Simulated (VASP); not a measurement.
# Mo (Im-3m) in VASP: relaxation of cell and atoms with LDA

Aim: the relaxation of cell and atoms of Mo with LDA.

All numbers are computed with VASP 6.6.1; they aren't measurements. Logs are shortened: lines on timing, memory, paths and dates and some standing lists are left out, and cuts for length are marked.

## (1) The structure

The structure is cubic, space group Im-3m (No. 229). Conventional cell: a = 3.160 Å, b = 3.160 Å, c = 3.160 Å, α = 90.00°, β = 90.00°, γ = 90.00°. Mo (site symmetry m-3m) is surrounded by 8 Mo at 2.74 Å.

The cell was built by a generator and needn't be a form met in nature.

## (2) Relaxation of cell and atoms, LDA

Contents of INCAR:

```
PREC = Accurate
ENCUT = 600
EDIFF = 1E-6
ISMEAR = 1
SIGMA = 0.2
LREAL = False
LASPH = True
NELM = 100
ALGO = Fast
ISIF = 3
LWAVE = False
LCHARG = False
GGA = CA
IBRION = 2
NSW = 60
EDIFFG = -0.02
KPAR = 8
```

Contents of KPOINTS:

```
regular mesh
0
Gamma
  24 24 24
```

Contents of POSCAR:

```
Mo
1.0
   -1.5800000000      1.5800000000      1.5800000000
    1.5800000000     -1.5800000000      1.5800000000
    1.5800000000      1.5800000000     -1.5800000000
Mo
1
Direct
    0.0000000000      0.0000000000      0.0000000000
```

Potentials or basis: VASP PAW LDA potentials, release 64 (Mo_sv).

Launch:

```
cat potpaw_LDA.64/Mo_sv/POTCAR > POTCAR
mpirun -np 8 vasp_std > vasp.out
```

OUTCAR:

```text
PREC = Accurate
   ENCUT = 600
   EDIFF = 1E-6
   ISMEAR = 1
   LREAL = False
   LASPH = True
   NELM = 100
   ISIF = 3
   GGA = CA
   IBRION = 2
   NSW = 60
   EDIFFG = -0.02

 ion  position               nearest neighbor table
   1  0.000  0.000  0.000-

  LATTYP: Found a body centered cubic cell.
 ALAT       =     3.1600000000

  Lattice vectors:

 A1 = (  -1.5800000000,   1.5800000000,   1.5800000000)
 A2 = (   1.5800000000,  -1.5800000000,   1.5800000000)
 A3 = (   1.5800000000,   1.5800000000,  -1.5800000000)

Analysis of symmetry for initial positions (statically):
=====================================================================
 Subroutine PRICEL returns:
 Original cell was already a primitive cell.

 Routine SETGRP: Setting up the symmetry group for a
 body centered cubic supercell.

 Subroutine GETGRP returns: Found 48 space group operations
 (whereof 48 operations were pure point group operations)
 out of a pool of 48 trial point group operations.

The static configuration has the point symmetry O_h .

Analysis of symmetry for dynamics (positions and initial velocities):
=====================================================================
 Subroutine PRICEL returns:
 Original cell was already a primitive cell.

 Routine SETGRP: Setting up the symmetry group for a
 body centered cubic supercell.

 Subroutine GETGRP returns: Found 48 space group operations
 (whereof 48 operations were pure point group operations)
 out of a pool of 48 trial point group operations.

The dynamic configuration has the point symmetry O_h .

 Subroutine INISYM returns: Found 48 space group operations
 (whereof 48 operations are pure point group operations),
 and found     1 'primitive' translations

----------------------------------------------------------------------------------------

                                     Primitive cell

  volume of cell :      15.7772

  direct lattice vectors                    reciprocal lattice vectors
    -1.580000000  1.580000000  1.580000000     0.000000000  0.316455696  0.316455696
     1.580000000 -1.580000000  1.580000000     0.316455696  0.000000000  0.316455696
     1.580000000  1.580000000 -1.580000000     0.316455696  0.316455696  0.000000000

  length of vectors
     2.736640276  2.736640276  2.736640276     0.447535937  0.447535937  0.447535937

  position of ions in fractional coordinates (direct lattice)
     0.000000000  0.000000000  0.000000000

  ion indices of the primitive-cell ions
   primitive index   ion index
                 1           1

----------------------------------------------------------------------------------------

 KPOINTS: regular mesh

Automatic generation of k-mesh.
 Grid dimensions read from file:
 generate k-points for:   24   24   24

 Generating k-lattice:

  Cartesian coordinates                     Fractional coordinates (reciprocal lattice)
     0.000000000  0.013185654  0.013185654     0.041666667  0.000000000  0.000000000
     0.013185654  0.000000000  0.013185654     0.000000000  0.041666667  0.000000000
     0.013185654  0.013185654  0.000000000     0.000000000  0.000000000  0.041666667

  Length of vectors
     0.018647331  0.018647331  0.018647331

  Shift w.r.t. Gamma in fractional coordinates (k-lattice)
     0.000000000  0.000000000  0.000000000

 Subroutine IBZKPT returns following result:
 ===========================================

 Found    413 irreducible k-points:

 Following reciprocal coordinates:
            Coordinates               Weight
  0.000000  0.000000  0.000000      1.000000
  0.041667  0.000000  0.000000     12.000000
  0.083333  0.000000  0.000000     12.000000
  0.125000  0.000000  0.000000     12.000000
  0.166667  0.000000  0.000000     12.000000
  0.208333  0.000000  0.000000     12.000000
[... 16 lines left out ...]
  0.416667  0.041667  0.000000     48.000000
  0.458333  0.041667  0.000000     48.000000
 [... further k-points ...]
   k-points           NKPTS =    413   k-points in BZ     NKDIM =    413   number of bands    NBANDS=     11
   number of dos      NEDOS =    301   number of ions     NIONS =      1
   total plane-waves  NPLWV =  13824
   dimension x,y,z NGX =    24 NGY =   24 NGZ =   24
   dimension x,y,z NGXF=    48 NGYF=   48 NGZF=   48
   ions per type =               1
   NGX,Y,Z   is equivalent  to a cutoff of  14.58, 14.58, 14.58 a.u.
   NGXF,Y,Z  is equivalent  to a cutoff of  29.16, 29.16, 29.16 a.u.
 SYSTEM =  unknown system
   PREC   = accura    normal or accurate (medium, high low for compatibility)
   ISTART =      0    job   : 0-new  1-cont  2-samecut
   ICHARG =      2    charge: 1-file 2-atom 10-const
   ISPIN  =      1    spin polarized calculation?
   LNONCOLLINEAR =      F non collinear calculations
   LSORBIT =      F    spin-orbit coupling
   LASPH  =      T    aspherical Exc in radial PAW
   ENCUT  =  600.0 eV  44.10 Ry    6.64 a.u.   5.47  5.47  5.47*2*pi/ulx,y,z
   NELM   =    100;   NELMIN=  2; NELMDL= -5     # of ELM steps
   EDIFF  = 0.1E-05   stopping-criterion for ELM
   LREAL  =      F    real-space projection
   EDIFFG = -.2E-01   stopping-criterion for IOM
   NSW    =     60    number of steps for IOM
   IBRION =      2    ionic relax: 0-MD 1-quasi-New 2-CG
   NFREE  =      1    steps in history (QN), initial steepest desc. (CG)
   ISIF   =      3    stress and relaxation
   ISYM   =      2    0-nonsym 1-usesym 2-fastsym
   POTIM  = 0.5000    time-step for ionic-motion
   TEBEG  =    0.0;   TEEND  =   0.0 temperature during run
   PSTRESS=    0.0 pullay stress
   NELECT =      14.0000    total number of electrons
   NUPDOWN=      -1.0000    fix difference up-down
   EMIN   =  10.00;   EMAX   =-10.00  energy-range for DOS
   EFERMI =   0.00;   METHOD = LEGACY
   ISMEAR =     1;   SIGMA  =   0.20  broadening in eV -4-tet -1-fermi 0-gaus
   EFERMI_NEDOS =   21; number of points for ismear=-14 and -15
   IALGO  =     68    algorithm
   IMIX   =      4    mixing-type and parameters
     AMIX     =   0.40;   BMIX     =  1.00
     AMIX_MAG =   1.60;   BMIX_MAG =  1.00
  volume/ion in A,a.u.               =      15.78       106.47
  Fermi-wavevector in a.u.,A,eV,Ry     =   1.573163  2.972847 33.672273  2.474842
  Thomas-Fermi vector in A             =   2.674489
   LORBIT       =      0    0 simple, 1 ext, 2 COOP (PROOUT), +10 PAW based schemes
   GGA     = CA    functional components
   LHFCALC =     F    Hartree Fock is set to
   AEXX    =    0.0000 exact exchange contribution
   IVDW    =     0    specifies the selected vdW correction
   LEPSILON=     F    determine dielectric tensor
   LRPA    =     F    only Hartree local field effects (RPA)
 conjugate gradient relaxation of ions
 non-spin polarized calculation
 RMM-DIIS sequential band-by-band and
 Methfessel and Paxton  Order N= 1 SIGMA  =   0.20
  energy-cutoff  :      600.00
  volume of cell :       15.78
 maximum number of plane-waves:       543
 NGX is ok and might be reduce to    24
   NGX = 11   NGY = 11   NGZ = 11

--------------------------------------- Ionic step        1  -------------------------------------------

 number of electron      14.0000002 magnetization

 Free energy of the ion-electron system (eV)
  ---------------------------------------------------
  ext. energy  EPLUGINS =         0.00000000
  ---------------------------------------------------
  free energy    TOTEN  =       -12.10657267 eV

  energy without entropy =      -12.10657281  energy(sigma->0) =      -12.10657272

------------------------ aborting loop because EDIFF is reached ----------------------------------------

  FORCE on cell =-STRESS in cart. coord.  units (eV):
  Direction    XX          YY          ZZ          XY          YZ          ZX
  --------------------------------------------------------------------------------------
  -------------------------------------------------------------------------------------
  Total       -1.1070987     -1.1070987     -1.1070987      0.0000000      0.0000000      0.0000000
  in kB     -112.4257210   -112.4257210   -112.4257210      0.0000000      0.0000000      0.0000000
  external PRESSURE =    -112.4257210 kB  Pullay stress =       0.0000000 kB

 VOLUME and BASIS-vectors are now :
 -----------------------------------------------------------------------------
  energy-cutoff  :      600.00
  volume of cell :       15.78
      direct lattice vectors                 reciprocal lattice vectors
    -1.580000000  1.580000000  1.580000000     0.000000000  0.316455696  0.316455696
     1.580000000 -1.580000000  1.580000000     0.316455696  0.000000000  0.316455696
     1.580000000  1.580000000 -1.580000000     0.316455696  0.316455696  0.000000000
[... 71 lines left out ...]
 POSITION                                       TOTAL-FORCE (eV/Angst)
 -----------------------------------------------------------------------------------
      0.00000      0.00000     -0.00000         0.000000      0.000000      0.000000
 -----------------------------------------------------------------------------------
    total drift:                                0.000000      0.000000     -0.000000

  FREE ENERGIE OF THE ION-ELECTRON SYSTEM (eV)
  ---------------------------------------------------
  free  energy   TOTEN  =       -12.1305080420 eV

  energy  without entropy=      -12.1307424218  energy(sigma->0) =      -12.13058617

--------------------------------------- Ionic step        4  -------------------------------------------

 number of electron      13.9999999 magnetization

 Free energy of the ion-electron system (eV)
  ---------------------------------------------------
  ext. energy  EPLUGINS =         0.00000000
  ---------------------------------------------------
  free energy    TOTEN  =       -12.13058564 eV

  energy without entropy =      -12.13083385  energy(sigma->0) =      -12.13066838

 E-fermi :  13.0593     XC(G=0): -13.7878

 val. band max:       13.0553419488   @ k =  -0.2917   0.3750   0.1667
 cond. band min:      13.0616293895   @ k =   0.1250   0.0833  -0.0000
 fundamental gap:      0.0062874407
 Fermi energy:        13.0593190951

 k-point     1 :       0.0000    0.0000    0.0000
  band No.  band energies     occupation
      1     -47.9416      2.00000
      2     -21.3015      2.00000
      3     -21.3015      2.00000
      4     -21.3015      2.00000
      5       5.6732      2.00000
      6      11.5624      2.00000
      7      11.5624      2.00000
      8      11.5624      2.00000
      9      14.6887     -0.00000
     10      14.6887     -0.00000
     11      27.8758      0.00000

 k-point     2 :       0.0417    0.0000    0.0000
  band No.  band energies     occupation
      1     -47.9364      2.00000
      2     -21.3305      2.00000
      3     -21.3103      2.00000
      4     -21.3017      2.00000
      5       5.7540      2.00000
      6      11.5160      2.00000
      7      11.5557      2.00000
      8      11.6383      2.00000
      9      14.6168     -0.00000
     10      14.6895     -0.00000
     11      27.9408      0.00000
[... 295 lines left out ...]
 k-point    24 :       0.4583    0.0417    0.0000
  band No.  band energies     occupation
      1     -47.6318      2.00000
      2     -22.8626      2.00000
      3     -21.8064      2.00000
      4     -21.3278      2.00000
      5       7.5300      2.00000
      6       9.4556      2.00000
      7      14.3386     -0.00000
      8      14.7475     -0.00000
      9      15.6449     -0.00000
     10      18.1198      0.00000
     11      25.0891      0.00000

 [... further k-points ...]

------------------------ aborting loop because EDIFF is reached ----------------------------------------

  FORCE on cell =-STRESS in cart. coord.  units (eV):
  Direction    XX          YY          ZZ          XY          YZ          ZX
  --------------------------------------------------------------------------------------
  -------------------------------------------------------------------------------------
  Total       -0.0095109     -0.0095109     -0.0095109      0.0000000      0.0000000      0.0000000
  in kB       -1.0073219     -1.0073219     -1.0073219      0.0000000      0.0000000      0.0000000
  external PRESSURE =      -1.0073219 kB  Pullay stress =       0.0000000 kB

 VOLUME and BASIS-vectors are now :
 -----------------------------------------------------------------------------
  energy-cutoff  :      600.00
  volume of cell :       15.13
      direct lattice vectors                 reciprocal lattice vectors
    -1.558001517  1.558001517  1.558001517     0.000000000  0.320923949  0.320923949
     1.558001517 -1.558001517  1.558001517     0.320923949  0.000000000  0.320923949
     1.558001517  1.558001517 -1.558001517     0.320923949  0.320923949  0.000000000

 POSITION                                       TOTAL-FORCE (eV/Angst)
 -----------------------------------------------------------------------------------
      0.00000      0.00000     -0.00000         0.000000      0.000000      0.000000
 -----------------------------------------------------------------------------------
    total drift:                                0.000000      0.000000      0.000000

  FREE ENERGIE OF THE ION-ELECTRON SYSTEM (eV)
  ---------------------------------------------------
  free  energy   TOTEN  =       -12.1305856422 eV

  energy  without entropy=      -12.1308338474  energy(sigma->0) =      -12.13066838

 reached required accuracy - stopping structural energy minimisation
```

It took 20 s on 8 MPI ranks of Intel Xeon Platinum 8488C (Sapphire Rapids), shared host; peak memory 0.22 GiB.

Results:

* Free energy: -12.1306 eV
* Relaxed volume: 15.13 Å³/atom
* Relaxed cell: a = 2.699 Å, b = 2.699 Å, c = 2.699 Å, α = 109.47°, β = 109.47°, γ = 109.47°
* Space group after relaxing (to 0.05 Å): Im-3m (No. 229)
* Energy gained by relaxing: 24.0 meV/atom
* Ionic steps: 4
* Pressure after relaxing: -0.1 GPa
* Band gap on the k mesh: none (metal or under the smearing width)

Step by step:
| step | energy change (eV) | largest force (eV/Å) | pressure (GPa) | volume (Å³) |
| --- | --- | --- | --- | --- |
| 1 | 0.0000 | 0.0000 | -11.24 | 15.78 |
| 2 | 0.2017 | 0.0000 | 45.93 | 13.38 |
| 3 | -0.0239 | 0.0000 | -0.70 | 15.16 |
| 4 | -0.0240 | 0.0000 | -0.10 | 15.13 |

Final structure:
```
CELL_PARAMETERS angstrom
-1.55800 1.55800 1.55800
1.55800 -1.55800 1.55800
1.55800 1.55800 -1.55800
ATOMIC_POSITIONS crystal
Mo 0.00000 0.00000 0.00000
```
